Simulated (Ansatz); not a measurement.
# SnS: the cost of one run

Method: DFT PBEsol, scalar-relativistic, plane waves, PAW, in Ansatz 0.2.0.

1 further run of the same task is left out (set aside as unsound or not needed).

**1. Starting point**

It takes space group Pnma (No. 62, orthorhombic). Conventional cell: a = 11.446 Å, b = 4.023 Å, c = 4.454 Å, α = 90.00°, β = 90.00°, γ = 90.00°. Around Sn (site symmetry m) lie 3 S at 2.66 to 2.69 Å. Around S (site symmetry m) lie 3 Sn at 2.66 to 2.69 Å.

As a file:

```
Sn S
1.0
    11.44550    0.00000    0.00000
     0.00000    4.02328    0.00000
     0.00000    0.00000    4.45420
Sn S
4 4
Direct
  0.12154 0.25000 0.13001
  0.37846 0.75000 0.63001
  0.62154 0.25000 0.36999
  0.87846 0.75000 0.86999
  0.84990 0.25000 0.47744
  0.65010 0.75000 0.97744
  0.34990 0.25000 0.02256
  0.15010 0.75000 0.52256
```

It is the result of an earlier relaxation at this level (volume 25.64 Å³/atom; gap on the mesh: 1.05 eV).

**2. The cell under PBEsol**

The input, input.yaml:

```yaml
crystal:
  lattice:
    - [11.4455026904, 0.0, 0.0]
    - [0.0, 4.0232844582, 0.0]
    - [0.0, 0.0, 4.4542025396]
  atoms:
    - { symbol: Sn, position: [0.1215422495, 0.25, 0.1300059297] }
    - { symbol: Sn, position: [0.3784577505, 0.75, 0.6300059297] }
    - { symbol: Sn, position: [0.6215422495, 0.25, 0.3699940703] }
    - { symbol: Sn, position: [0.8784577505, 0.75, 0.8699940703] }
    - { symbol: S, position: [0.8498958705, 0.25, 0.4774433418] }
    - { symbol: S, position: [0.6501041295, 0.75, 0.9774433418] }
    - { symbol: S, position: [0.3498958705, 0.25, 0.0225566582] }
    - { symbol: S, position: [0.1501041295, 0.75, 0.5225566582] }
basis:
  ecutwfc: 420
kpoints:
  mp_grid: { grid: [4, 8, 6] }
hamiltonian:
  xc: pbesol
scf:
  occupations: { method: gaussian, width: 0.02 }
output:
  forces: true
  stress: true
  eigenvalues: true
  write_density: true
  write_potential: true
  elf: true
  volumetric_format: npy
relax:
  adjacent_minimum: "off"
  f_tol: 0.005
  max_steps: 50
  cell: { stress_tol: 0.05 }
```

Launch:

```bash
$ ansatz run input.yaml --threads 4 --pin off --max-ram 10240MiB --backend cpu --events-out ev --progress --plain --runs-dir out
```

What time and memory should one allow on 4 threads of Intel Xeon Platinum 8375C at 2.90GHz (Ice Lake), shared host?

About 63 s, with a peak of 0.91 GiB.
